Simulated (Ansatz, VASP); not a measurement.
WC: VASP beside Ansatz

```
W C
1.0
     0.00000    2.19268    2.19268
     1.86378    0.00000    2.19268
     1.86378    2.19268    0.00000
W C
1 1
Direct
  0.00000 0.00000 0.00000
  0.50000 0.50000 0.50000
```

Change from the starting cell: strain -0.1500 x Voigt [1, 0, 0, 0, 0, 0], atoms carried along.

Alike in both runs: task single point; functional PBEsol; k mesh 18 × 18 × 18; occupations gaussian, width 0.15 eV; no spin polarisation.

```csv
,VASP,Ansatz
version,VASP 6.6.1,Ansatz 0.2.0
potentials or method,"VASP PAW PBE potentials, release 64 (W_sv, C)","scalar-relativistic, plane waves, PAW"
plane-wave cutoff (eV),520,420
valence electrons in the cell,18,18
```

VASP gave:

* gap on the k mesh at the Fermi level (eV): none
* pressure (GPa): 102.4
* largest component of the traceless stress (GPa): 151.12

Task: Which values does Ansatz return?

Result: gap on the k mesh at the Fermi level (eV): none; pressure (GPa): 100.2; largest component of the traceless stress (GPa): 150.35.

A gap of «none» marks a metal or a gap that the smearing closes.

Caveats: the cell as given lies far from equilibrium; so large a pressure means that the cell lies far from this level's equilibrium, or that cutoff or potentials fall short (VASP); the potentials were made for another functional, which shifts forces and pressure (VASP). The runs have no spin-orbit coupling, so splittings on W are missing.
